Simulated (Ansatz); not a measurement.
The elements of this relaxed trial sheet are hidden behind letters. This is a two-dimensional sheet: the third axis spans vacuum and isn't periodic.

```
lattice vectors (Å)
   4.0897    0.0000    0.0000
  -2.0449    3.5418    0.0000
   0.0000    0.0000   35.2773
fractional positions
X 0.3333 0.6667 0.1911
X 0.3333 0.6667 0.3475
Z 0.0000 0.0000 0.1851
Z 0.0000 0.0000 0.3534
```

Theory: DFT PBE, scalar-relativistic, plane waves, PAW in Ansatz. Cutoff 420 eV, Γ-centred 12×12×1 mesh (4-atom cell), Gaussian smearing of 0.02 eV, no spin polarisation.

```
Layer group                                : p-6m2 (No. 78)
In-plane cell                              : a = 4.090 Å, b = 4.090 Å, γ = 120.0°
Area per atom                              : 3.62 Å²
Thickness between the outermost nuclei     : 5.94 Å
Energy over the elements                   : −0.472 eV/atom
Gap on the 12×12×1 mesh of the 4-atom cell : 1.73 eV
```

Energies are uncorrected and count from the elements' standard states at the same level.

**Question.** X is a d-block element of period 4 and Z is a p-block element of period 4. Which elements are they?

**Answer.** X = Zn, Z = Se, so the formula is ZnSe. Zn at height 0.21 Å has 3 Se at 2.37 Å; Se at height 0.00 Å has 3 Zn at 2.37 Å. Other elements may fit the hints; this set was computed.

Kohn–Sham gaps at this level usually fall short of measured ones. A structure relaxed within its symmetry needn't be a true minimum.
